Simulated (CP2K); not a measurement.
Runs of CP2K 2026.2 on MnO. It takes space group Fm-3m (No. 225, cubic). The conventional cell has a = 4.448 Å, b = 4.448 Å, c = 4.448 Å, α = 90.00°, β = 90.00°, γ = 90.00°. Around Mn (site symmetry m-3m) lie 6 O at 2.22 Å. O (site symmetry m-3m) has 6 Mn at 2.22 Å as nearest neighbours. The cell is a database's computed one.

```tsv
task	level	potentials or basis	spin	k mesh	smearing	EPS_DEFAULT	MIXING METHOD	MIXING ALPHA	MIXING BETA (1/bohr)	NBUFFER	gap on the mesh (eV)	pressure (GPa)	moment (μB)	V0 of scaled cells (Å³/atom)	B0 (GPa)
single point	LDA	GTH_POTENTIALS Mn GTH-PADE-q15, O GTH-PADE-q6; TZVP-MOLOPT-SR-GTH, TZVP-MOLOPT-GTH basis	collinear, random start	8 × 8 × 8	fermi-dirac 0.05 eV	1.0E-10	BROYDEN_MIXING	0.2	1.5	10	none	-15.0	4.78	-	-
band structure	PBEsol	POTENTIAL_UZH Mn GTH-PBE-q15, O GTH-PBE-q6; TZVP-MOLOPT-PBE-GTH basis	collinear, ferromagnetic start	10 × 10 × 10	fermi-dirac 0.1 eV	1.0E-9	BROYDEN_MIXING	0.2	1.5 1/bohr	10	none	-4.2	4.81	-	-
band structure	LDA	GTH_POTENTIALS Mn GTH-PADE-q15, O GTH-PADE-q6; TZVP-MOLOPT-SR-GTH, TZVP-MOLOPT-PBE-GTH basis	collinear, ferromagnetic start	10 × 10 × 10	fermi-dirac 0.01 eV	1.0E-9	PULAY_MIXING	0.4	1.5 1/bohr	6	none	-14.6	4.80	-	-
equation of state	PBEsol	GTH_POTENTIALS Mn GTH-PBE-q15; POTENTIAL_UZH O GTH-PBE-q6; TZVP-MOLOPT-SR-GTH, TZVP-MOLOPT-PBE-GTH basis	collinear, ferromagnetic start	10 × 10 × 10	fermi-dirac 0.05 eV	1.0E-9	PULAY_MIXING	0.4	1.5 1/bohr	6	-	-	-	10.58	137
band structure	PBEsol	GTH_POTENTIALS Mn GTH-PBE-q15; POTENTIAL_UZH O GTH-PBE-q6; TZVP-MOLOPT-SR-GTH, TZVP-MOLOPT-PBE-GTH basis	collinear, ferromagnetic start	10 × 10 × 10	fermi-dirac 0.1 eV	1.0E-9	PULAY_MIXING	0.4	1.5 1/bohr	6	none	-5.2	4.81	-	-
single point	RPBE	GTH_POTENTIALS Mn GTH-PBE-q15, O GTH-PBE-q6; DZVP-MOLOPT-SR-GTH basis	collinear, ferromagnetic start	8 × 8 × 8	fermi-dirac 0.05 eV	1.0E-10	BROYDEN_MIXING	0.2	1.5	10	none	6.6	(c)	-	-
equation of state	PBEsol	GTH_POTENTIALS Mn GTH-PBE-q15; POTENTIAL_UZH O GTH-PBE-q6; TZVP-MOLOPT-SR-GTH, TZVP-MOLOPT-PBE-GTH basis	collinear, ferromagnetic start	10 × 10 × 10	fermi-dirac 0.05 eV	1.0E-10	PULAY_MIXING	0.4	1.5 1/bohr	6	-	-	-	10.58	137
band structure	r2SCAN	POTENTIAL_UZH Mn GTH-SCAN-q15, O GTH-SCAN-q6; TZVP-MOLOPT-SCAN-GTH basis	collinear, ferromagnetic start	10 × 10 × 10	fermi-dirac 0.01 eV	1.0E-10	BROYDEN_MIXING	0.2	1.5 1/bohr	10	0.06	(b)	(a)	-	-
```

Alike in all rows: cell as given.

Q: Fill in the values left out.

A: (a) 5.00; (b) 2.0; (c) 4.91.

Caveats: the basis of atomic orbitals isn't converged, which shifts pressures, moduli and gaps; a cell with one magnetic atom can't hold antiferromagnetic order, which such compounds often take (some runs); semilocal functionals often make such compounds metallic where correlation or magnetic order opens a gap, which also shifts bond lengths (some runs); the potentials were made for another functional, which shifts forces and pressure (some runs); so large a pressure means that the cell lies far from this level's equilibrium, or that cutoff or potentials fall short (some runs).

A k mesh can miss the band edges.

A gap of «none» marks a metal or a gap under the smearing width.

Not every run made on this cell is shown here.
